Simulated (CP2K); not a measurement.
Sn under changes of volume

One of the cells (27.650 Å³/atom); the others are scaled copies at fixed shape and fractional positions:

```
CELL_PARAMETERS angstrom
4.45495 0.00000 0.00000
-3.30667 2.98538 0.00000
-0.57414 -1.49269 4.15799
ATOMIC_POSITIONS crystal
Sn 0.00000 0.00000 0.00000
Sn 0.75000 0.25000 0.50000
```

```yaml
Program: CP2K 2026.2
Functional: PBE
Potentials_or_basis: POTENTIAL_UZH Sn GTH-PBE-q4; TZVP-MOLOPT-PBE-GTH basis
Density_cutoff: 8163 eV
k_mesh: 9 × 9 × 9
Occupations: fermi-dirac, width 0.05 eV
Spin: no spin polarisation
```

```csv
volume (Å³/atom),energy over the lowest point (meV/atom),pressure (GPa)
25.991,54.51,6.5
26.544,34.81,5.0
27.097,20.01,3.6
27.650,9.55,2.4
28.203,3.01,1.4
28.756,0.00,0.4
29.309,?,?
```

Task: What does the run at 29.309 Å³/atom give?

Result: Energy over the lowest point 0.18 meV/atom; pressure -0.5 GPa.

Worked out: A Birch-Murnaghan fit of order 3 (a polynomial in V^(-2/3)) to the other rows has its minimum at 29.00 Å³/atom, just outside them, with B0 = V·E''(V) = 46 GPa and B' = 4.6 at fixed shape and positions, which overstates the stiffness. It gives 0.14 meV/atom at 29.309 Å³/atom, against the run's 0.18, and -dE/dV = -0.5 GPa, against -0.5.

Energies are extrapolated to zero smearing.

Caveats: the basis of atomic orbitals isn't converged, which shifts pressures, moduli and gaps.
